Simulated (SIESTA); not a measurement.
As under changes of volume

One of the cells (21.961 Å³/atom); the others are scaled copies at fixed shape and fractional positions:

```
As
1.0
     1.89325    1.09307    3.53733
    -1.89325    1.09307    3.53733
     0.00000   -2.18614    3.53733
As
2
Direct
  0.22600 0.22600 0.22600
  0.77400 0.77400 0.77400
```

| Property | Result |
| --- | --- |
| Program | SIESTA 5.4.2 |
| Functional | PBE |
| Potentials or basis | PseudoDojo 0.4 standard (PBE files) |
| Basis | DZP (energy shift 0.002 Ry) |
| Grid cutoff | 500 Ry |
| Energy shift | 0.002 Ry |
| k mesh | 9 × 9 × 9 |
| Occupations | fermi-dirac, width 0.05 eV |
| Spin | no spin polarisation |

| volume (Å³/atom) | energy over the lowest point (meV/atom) | pressure (GPa) | largest force (eV/Å) |
| --- | --- | --- | --- |
| 20.239 | 141.07 | 15.5 | 1.499 |
| 20.669 | ? | ? | ? |
| 21.100 | 71.20 | 10.7 | 1.163 |
| 21.961 | 24.97 | 6.7 | 0.816 |
| 22.392 | 9.54 | 4.9 | 0.687 |
| 22.822 | 0.00 | 3.4 | 0.570 |

Problem. What does the run at 20.669 Å³/atom give?

Solution. Energy over the lowest point 103.00 meV/atom; pressure 13.0 GPa; largest force 1.308 eV/Å.

Worked out: A Birch-Murnaghan fit of order 3 (a polynomial in V^(-2/3)) to the other rows has its minimum at 23.48 Å³/atom, just outside them, with B0 = V·E''(V) = 94 GPa (rough, since the energies scatter) at fixed shape and positions, which overstates the stiffness. It gives 103.18 meV/atom at 20.669 Å³/atom, against the run's 103.00, and -dE/dV = 13.0 GPa, against 13.0.

Energies are extrapolated to zero smearing.

Caveats: semicore shells carry a single zeta, which can move pressures by several GPa and volumes by a few percent; the basis of atomic orbitals isn't converged, which shifts pressures, moduli and gaps; forces of over 1 eV/Å show positions far from the minimum, so gaps and moduli don't describe the material at rest (some runs).
